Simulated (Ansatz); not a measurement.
# C: rattling a relaxed structure

The cell was found from a structure generator's guess, not taken from experiment.

These are results of DFT PBE, scalar-relativistic, plane waves, PAW in Ansatz 0.2.0, not measurements. Cutoff 420 eV; k points 26×26×26 on the computed 4-atom cell (Γ-centred); Gaussian smearing, width 0.10 eV; no spin polarisation.

The cell below (4 atoms, space group I4_1/amd (No. 141)) is relaxed within its symmetry.

```yaml
crystal:
  lattice:
    - [-1.26939, 1.26939, 4.32626]
    - [1.26939, -1.26939, 4.32626]
    - [1.26939, 1.26939, -4.32626]
  atoms:
    - { symbol: C, position: [0.08617, 0.08617, 0.00000] }
    - { symbol: C, position: [0.83617, 0.33617, 0.50000] }
    - { symbol: C, position: [0.91383, 0.91383, 0.00000] }
    - { symbol: C, position: [0.66383, 0.16383, 0.50000] }
```

For the test a repeat of it with 8 atoms (edges 3.59, 3.59, 4.68 Å) was strained at random (σ = 1.5 % a component), the atoms were moved at random (σ = 0.05 Å), and all was relaxed again on a coarse 6×6×6 mesh (in the run’s order of axes) with 0.20 eV smearing, with no symmetry imposed.

Task: What happens?

Result: It returns, within 1 meV/atom of the unmoved cell on that mesh and with the same symmetry when read at 0.1 Å. So it is stable against the distortions that fit this cell and that this random move excites. Modes that don't fit the cell aren't tested.
